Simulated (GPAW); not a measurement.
# PbTe and the effect of the functional

The structure is cubic, space group Fm-3m (No. 225). Conventional cell: a = 6.462 Å, b = 6.462 Å, c = 6.462 Å, α = 90.00°, β = 90.00°, γ = 90.00°. Around Pb (site symmetry m-3m) lie 6 Te at 3.23 Å. Around Te (site symmetry m-3m) lie 6 Pb at 3.23 Å.

Kept alike: task dielectric tensor; k mesh 6 × 6 × 6; occupations fermi-dirac, width 0.001 eV; no spin polarisation. Program: GPAW, potentials by row: GPAW PAW data sets (gpaw-data 1.2.1) (PBE); PAW data sets generated for this functional (PBEsol); the program's PAW data sets (release 1.2.1) made for this functional (RPBE), cutoff 450 eV. The mesh is that of the run's cell of 2 atoms. No spin-orbit coupling.

```csv
functional,band gap (eV)
PBE,0.693
PBEsol,0.627
RPBE,0.754
```

Spin-orbit coupling, left out here, moves the band edges of heavy atoms and can close or invert small gaps. A gap read on the mesh alone can miss an edge between its points.

The band gap runs from 0.627 (PBEsol) to 0.754 eV (RPBE). From PBE: PBEsol -0.066; RPBE +0.061. Measured: 0.19 eV at 4.2 K (a printed reference work); nearest PBEsol, 0.437 eV off. The runs are for a static lattice.
